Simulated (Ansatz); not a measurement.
**Density of states of Hf**

```yaml
crystal:
  lattice:
    - [0.00000, 2.22000, 2.22000]
    - [2.22000, 0.00000, 2.22000]
    - [2.22000, 2.22000, 0.00000]
  atoms:
    - { symbol: Hf, position: [0.00000, 0.00000, 0.00000] }
```

The cell is COD entry 1534929, as deposited and not checked against the literature; nothing was relaxed.

Spin–orbit coupling is left out, though it moves levels of the heavy atoms by tenths of an eV or more.

The calculation used Ansatz 0.2.0, DFT, PBE, all-electron LAPW, scalar-relativistic.

Settings: a Γ-centred 13×13×13 k mesh, Fermi–Dirac smearing of 0.03 eV, basis error target 1 meV/atom, no spin polarisation.

(1) Which of the resolved shells contributes most within 0.3 eV of the Fermi level?

(2) Where is the centre of the filled Hf 5d states between -14 eV and the top of the filled states?

(3) Tabulate the density of states.

## Answers

(1) Hf 5d, with 85 % of all states there; Hf 6s follows with 7 %.

(2) -1.71 eV from the Fermi level.

(3) States per eV and cell, averaged over 0.6 eV, from -5.8 to 2.4 eV, with energies (bin centres) from the Fermi level; empty bins are left out. The partial columns, the largest 3 alone, are projections on Löwdin-orthogonalised atomic shells (those that the program's projection atoms carry: the occupied ones and, for some elements, an empty d or f shell; other empty shells have no column), summed over atoms of an element. Weights on diffuse s and p shells depend on that basis and aren't pure angular character.
```json
{"E (eV)": "-5.6", "total": "0.13", "Hf 5d": "0.01", "Hf 6s": "0.11", "Hf 5p": "0.00"}
{"E (eV)": "-5.0", "total": "0.17", "Hf 5d": "0.03", "Hf 6s": "0.14", "Hf 5p": "0.00"}
{"E (eV)": "-4.4", "total": "0.24", "Hf 5d": "0.07", "Hf 6s": "0.16", "Hf 5p": "0.01"}
{"E (eV)": "-3.8", "total": "0.42", "Hf 5d": "0.20", "Hf 6s": "0.20", "Hf 5p": "0.01"}
{"E (eV)": "-3.2", "total": "0.72", "Hf 5d": "0.49", "Hf 6s": "0.21", "Hf 5p": "0.01"}
{"E (eV)": "-2.6", "total": "0.76", "Hf 5d": "0.60", "Hf 6s": "0.15", "Hf 5p": "0.01"}
{"E (eV)": "-2.0", "total": "0.90", "Hf 5d": "0.80", "Hf 6s": "0.08", "Hf 5p": "0.01"}
{"E (eV)": "-1.4", "total": "0.88", "Hf 5d": "0.85", "Hf 6s": "0.01", "Hf 5p": "0.01"}
{"E (eV)": "-0.8", "total": "1.08", "Hf 5d": "1.01", "Hf 6s": "0.02", "Hf 5p": "0.02"}
{"E (eV)": "-0.2", "total": "1.39", "Hf 5d": "1.19", "Hf 6s": "0.09", "Hf 5p": "0.02"}
{"E (eV)": "0.4", "total": "1.47", "Hf 5d": "1.26", "Hf 6s": "0.10", "Hf 5p": "0.01"}
{"E (eV)": "1.0", "total": "1.03", "Hf 5d": "0.88", "Hf 6s": "0.09", "Hf 5p": "0.01"}
{"E (eV)": "1.6", "total": "1.06", "Hf 5d": "0.98", "Hf 6s": "0.03", "Hf 5p": "0.00"}
{"E (eV)": "2.2", "total": "0.88", "Hf 5d": "0.84", "Hf 6s": "0.01", "Hf 5p": "0.00"}
```
